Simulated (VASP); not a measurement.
The system is Pr.

```
Pr
1.0
    -2.09737    2.09737    2.09737
     2.09737   -2.09737    2.09737
     2.09737    2.09737   -2.09737
Pr
1
Cartesian
  0.0000 0.0000 0.0000
```

This isn't the form of Pr at room conditions, which is double hcp.

* Program: VASP 6.6.1
* Task: single point
* Functional: PBE
* Potentials or basis: VASP PAW PBE potentials, release 64 (Pr)
* Cutoff: 520 eV
* k mesh: 9 × 9 × 9
* Occupations: fermi-dirac, width 0.05 eV
* Spin: collinear spin, ferromagnetic start
* Starting moments: [2.0] μB

On this cell: pressure -1.5 GPa; net moment 2.80 μB per cell; site moments Pr +2.26 μB; band gap on the k mesh none (metal or under the smearing width).

The same run follows on a disturbed copy (cell strained at random at fixed volume):

```xyz
1
Lattice="-2.1180 2.1416 2.1356 2.0922 -2.0939 2.0621 2.0889 2.0648 -2.0879" Properties=species:S:1:pos:R:3 pbc="T T T"
Pr    0.0255    0.0063   -0.0026
```

Task: What does the disturbed cell give?

Result: The energy (extrapolated to zero smearing) moves by +1.5 meV/atom; pressure -1.5 GPa; net moment 2.80 μB per cell; site moments Pr +2.26 μB; band gap on the k mesh none (metal or under the smearing width).

Stress tensor (GPa, compression positive):
```
-1.57  0.21  0.18
 0.21 -1.50 -0.35
 0.18 -0.35 -1.52
```

Caveats: the magnetic or orbital state may not be the lowest; spin-orbit coupling is left out, which moves the levels of the heavy elements.
